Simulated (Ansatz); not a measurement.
Cl: F on the Cl sites

The calculation used DFT PBE+D3(BJ), scalar-relativistic, plane waves, PAW (Ansatz 0.2.0). (420 eV cutoff, 8×6×4 k-mesh, Gaussian smearing of 0.02 eV, no spin polarisation)

Starting point, cell and atoms relaxed:

```yaml
crystal:
  lattice:
    - [0.00000, 4.06878, 0.00000]
    - [-6.59146, 0.00000, 0.00000]
    - [0.00000, 0.00000, 8.09220]
  atoms:
    - { symbol: Cl, position: [0.87552, 0.00000, 0.10890] }
    - { symbol: Cl, position: [0.37552, 0.50000, 0.10890] }
    - { symbol: Cl, position: [0.37552, 0.00000, 0.39110] }
    - { symbol: Cl, position: [0.87552, 0.50000, 0.39110] }
    - { symbol: Cl, position: [0.12448, 0.00000, 0.89110] }
    - { symbol: Cl, position: [0.62448, 0.50000, 0.89110] }
    - { symbol: Cl, position: [0.62448, 0.00000, 0.60890] }
    - { symbol: Cl, position: [0.12448, 0.50000, 0.60890] }
```

F takes some of the 8 Cl sites (atoms counted from 1 in the order above); cell and atoms are relaxed within the symmetry of each ordered start. The mixing energy is per mixed site over the two end members in this structure and cell, which needn't be the stable phases, so a gain doesn't show that the mixture is stable. These are small ordered cells, not random alloys. Gaps are Kohn–Sham gaps over the whole zone.

End members: Cl at 27.13 Å³/atom and F at 17.08 Å³/atom.

(1) Do Cl and F mix with a gain or a cost in energy here?

(2) How well does Vegard's rule hold for the volume?

(3) The end members' gaps are 2.19 and 2.99 eV. How does the gap bow?

Results:

(1) With a cost in all cells computed: 11.3 meV/site at x = 0.250 (sites 1 5).

(2) The excess over the straight line is +4.73 % at x = 0.250.

(3) 0.79 eV at x = 0.250 (-1.60 eV from the line).

Cost: 3 runs of about 4.9 core-minutes in all, on Intel Xeon 6975P-C (Granite Rapids) (shared hosts).